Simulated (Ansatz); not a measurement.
Relaxing Zr3B

Level of theory: Ansatz 0.2.0, DFT PBE, scalar-relativistic, plane waves, PAW. Cutoff 420 eV, Γ-centred k mesh, Gaussian smearing, no spin polarisation in the final step.

The start puts Zr3B on the Li3N structure type (P6/mmm, No. 191), with B in place of N, Zr in place of Li, at a guessed volume.

```
Zr B
1.0
     3.98374    0.00000    0.00000
    -1.99187    3.45002    0.00000
     0.00000    0.00000    4.20443
Zr B
3 1
Cartesian
  0.0000 0.0000 2.1022
  0.0000 2.3000 0.0000
  1.9919 1.1500 0.0000
  0.0000 0.0000 0.0000
```

Steps on the 6×6×4 mesh (4 atoms). 7 of 8 steps are shown, and the free energy counts from the last. Trial steps that were taken back and renewals of the plane-wave basis can be among the rows.

```tsv
step	ΔF (meV/atom)	V (Å³/atom)	P (GPa)
1	942.2	14.45	66.31
2	324.3	16.53	30.85
3	55.3	18.73	9.37
4	9.4	20.46	-1.39
5	7.4	20.19	-0.02
6	0.1	20.19	0.28
8	0.0	20.24	0.01
```

A final relaxation ran on a 12×12×10 mesh. The relaxed crystal, P6/mmm (No. 191):

```
Zr B
1.0
     4.54029    0.00000    0.00000
    -2.27014    3.93200    0.00000
     0.00000    0.00000    4.52964
Zr B
3 1
Direct
  0.00000 0.00000 0.50000
  0.33333 0.66667 0.00000
  0.66667 0.33333 0.00000
  0.00000 0.00000 0.00000
```

| Quantity | Value |
| --- | --- |
| Volume per atom | 20.22 Å³ |
| Density | 5.84 g/cm³ |
| Energy over the elements | 0.26 eV/atom |
| Gap on the 12×12×10 mesh | 0 eV (a metal) |

The zero of energy is the elements' standard structures at the same level; no fitted shifts are applied.

The final run used a 12×12×10 mesh on its 4-atom cell and 0.10 eV smearing. The k mesh leaves about 4 meV/atom of noise in metals.

Symmetry constrained the relaxation, so the result can be a saddle point.